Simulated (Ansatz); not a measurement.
## Phonons of GaAs

The computed numbers are results of PBEsol, scalar-relativistic (no spin polarisation) in the plane-wave PAW code Ansatz at 420 eV, Gaussian smearing of 0.05 eV; PAW files: Ansatz's generated set soft_2.

```yaml
crystal:
  lattice:
    - [0.00000, 2.82951, 2.82951]
    - [2.82951, 0.00000, 2.82951]
    - [2.82951, 2.82951, 0.00000]
  atoms:
    - { symbol: Ga, position: [0.00000, 0.00000, 0.00000] }
    - { symbol: As, position: [0.75000, 0.75000, 0.75000] }
```

The chain of runs began from a cell as deposited in COD, expanded in volume.

Force constants come from finite displacements in a 2×2×2 supercell (the unit cell's 8×8×8 k-mesh, folded to it); the long-range dipole term is included. Points in reciprocal vectors of this cell: Γ = (0.000, 0.000, 0.000), X = (-0.500, -0.500, 0.000), U = (-0.375, -0.375, 0.250), K = (-0.375, 0.000, 0.375), L = (0.000, 0.000, 0.500), W = (-0.500, -0.250, 0.250).

Frequencies at the named points (cm⁻¹, imaginary ones negative):
```tsv
point	ω (cm⁻¹)
Γ	0 0 0 263 263 280
X	73 73 215 232 247 247
U	70 117 200 215 249 257
K	70 117 200 215 249 257
L	58 58 202 231 255 255
W	92 113 204 204 251 257
```

(1) Is the structure dynamically stable along this path, and where does the spectrum end?

(2) What does the harmonic approximation give for the vibrational free energy, entropy and heat capacity?

Answers:

(1) Yes: no branch is imaginary beyond numerical noise. The highest frequency is 280 cm⁻¹, at Γ. Points that don't fit the supercell are interpolated.

(2) Zero-point energy 33.1 meV/atom.
```tsv
T (K)	F_vib (meV/atom)	S (J/K per mole of atoms)	C_V (J/K per mole of atoms)
100	28.1	11.8	14.8
200	8.9	24.6	21.4
300	-21.5	33.7	23.2
400	-60.1	40.5	23.9
500	-104.9	45.8	24.3
600	-154.8	50.3	24.5
700	-208.9	54.1	24.6
800	-266.7	57.4	24.7
900	-327.7	60.3	24.7
1000	-391.5	62.9	24.8
```

The highest mode, 280 cm⁻¹, is worth 400 K. At 300 K the heat capacity has reached 93 % of the classical limit 3R = 24.9 J/K per mole of atoms: a mode at k_BT already holds 92 % of its classical share, and one at 1.5 k_BT 83 %.

It ran for 2.8 min on 4 threads of Intel(R) Xeon(R) Processor @ 2.50GHz (Skylake/Cascade Lake), with other jobs on the host, peak memory 1.8 GiB.
